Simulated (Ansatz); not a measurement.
Method: Ansatz, DFT PBE, scalar-relativistic, plane waves, PAW. All cells share a 420 eV cutoff and Γ-centred k meshes spaced at most about 0.3 Å⁻¹ (about 0.25 or finer for metals, 2π included). No spin polarisation.

Each guess is relaxed in cell and atoms at zero pressure, on a coarse mesh first where it starts far from rest and then on a converged one. The steps can't lower the symmetry of the start, but it can rise. Energies are static (0 K, no zero-point motion).

Two unrelaxed guesses for Sn4S:

A.

```cif
data_structure
_symmetry_space_group_name_H-M 'Im-3m'
_symmetry_Int_Tables_number 229
_cell_length_a 6.3845
_cell_length_b 6.3845
_cell_length_c 6.3845
_cell_angle_alpha 90.000
_cell_angle_beta 90.000
_cell_angle_gamma 90.000
_cell_volume 260.24
loop_
_atom_site_label
_atom_site_type_symbol
_atom_site_symmetry_multiplicity
_atom_site_Wyckoff_symbol
_atom_site_fract_x
_atom_site_fract_y
_atom_site_fract_z
_atom_site_occupancy
Sn1 Sn 8 c 0.25000 0.25000 0.75000 1
S1 S 2 a 0.00000 0.00000 0.00000 1
```

B.

```cif
data_structure
_symmetry_space_group_name_H-M 'Pm-3m'
_symmetry_Int_Tables_number 221
_cell_length_a 5.1730
_cell_length_b 5.1730
_cell_length_c 5.1730
_cell_angle_alpha 90.000
_cell_angle_beta 90.000
_cell_angle_gamma 90.000
_cell_volume 138.43
loop_
_atom_site_label
_atom_site_type_symbol
_atom_site_symmetry_multiplicity
_atom_site_Wyckoff_symbol
_atom_site_fract_x
_atom_site_fract_y
_atom_site_fract_z
_atom_site_occupancy
Sn1 Sn 3 c 0.00000 0.50000 0.50000 1
Sn2 Sn 1 a 0.00000 0.00000 0.00000 1
S1 S 1 b 0.50000 0.50000 0.50000 1
```

Problem. Do they relax into the same structure? If not, which is lower?

Solution. No. A ends lower, by 63 meV/atom. A: Im-3m at 26.0 Å³/atom → Im-3m at 29.4 Å³/atom; B: Pm-3m at 27.7 Å³/atom → Pm-3m at 30.9 Å³/atom. Counting Sn atoms around S (those within 1.25 times the shortest such distance or 1.15 times the sum of covalent radii; the shortest distance is added where it is long for a bond), the end of A has S 8 from 2.9 Å and the end of B has S 6. End of A. Conventional cell: a = 6.650 Å. Sn is surrounded by 2 S at 2.88 Å and 6 Sn at 3.32 Å; around S lie 8 Sn at 2.88 Å. End of B. Conventional cell: a = 5.367 Å. Sn on a site of symmetry 4/mmm is surrounded by 2 S at 2.68 Å and 12 Sn at 3.80 Å; Sn on a site of symmetry m-3m has 12 Sn at 3.80 Å; around S lie 6 Sn at 2.68 Å.

Ends held by symmetry can be saddle points. Neither end is the lowest form computed: that has space group P4/mmm (No. 123) and lies 2 meV/atom below the better end. Even the lowest of the cells shown lies +0.14 eV/atom against the elements. Some types were kept out of the candidates beforehand, so the set may lack a known form.
